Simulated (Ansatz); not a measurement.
## PbSe (Fm-3m), a sublattice moved along a line

Theory: DFT PBE, scalar-relativistic, plane waves, PAW (Ansatz). The runs took a 420 eV cutoff, a Γ-centred 10×10×10 mesh and Gaussian smearing (0.03 eV). Spin–orbit coupling is left out, which matters for the heavy elements here. No spin polarisation. Energies are free energies at this smearing, counted from the undisturbed cell; pressure is positive in compression.

The starting cell (as given, not relaxed at this level; it stands at 2.4 GPa):

```yaml
crystal:
  lattice:
    - [0.00000, 3.06215, 3.06215]
    - [3.06215, 0.00000, 3.06215]
    - [3.06215, 3.06215, 0.00000]
  atoms:
    - { symbol: Pb, position: [0.00000, 0.00000, 0.00000] }
    - { symbol: Se, position: [0.50000, 0.50000, 0.50000] }
```

Every Se atom is moved by x along the Cartesian unit vector (1.000, 0.000, 0.000); the cell and all other atoms stay fixed.

| x (Å) | ΔE (meV/cell) | force along x on the moved atoms (eV/Å) | pressure (GPa) | gap on the mesh (eV) |
| --- | --- | --- | --- | --- |
| -0.3000 | 56.0 | ? | ? | 0.95 |
| -0.1500 | 8.9 | 0.14 | 2.7 | 0.53 |
| 0.0000 | 0.0 | 0.00 | 2.4 | 0.29 |
| 0.0375 | 0.4 | -0.02 | 2.4 | 0.31 |
| 0.0750 | 1.8 | ? | 2.4 | ? |
| 0.1125 | 4.5 | -0.09 | 2.5 | 0.44 |
| 0.1875 | 15.4 | -0.21 | 2.9 | 0.63 |
| 0.2250 | 25.0 | -0.30 | 3.1 | 0.74 |
| 0.2625 | 38.2 | -0.41 | 3.4 | 0.84 |

By symmetry 0.3000 repeats -0.3000, -0.2250 repeats 0.2250, 0.1500 repeats -0.1500, -0.0750 repeats 0.0750 in energy, with the opposite slope along the path.

(1) Give the withheld values.

Results:

(1) force along x on the moved atoms (eV/Å) at x (Å) = -0.3000: 0.55; pressure (GPa) at x (Å) = -0.3000: 3.7; force along x on the moved atoms (eV/Å) at x (Å) = 0.0750: -0.05; gap on the mesh (eV) at x (Å) = 0.0750: 0.37.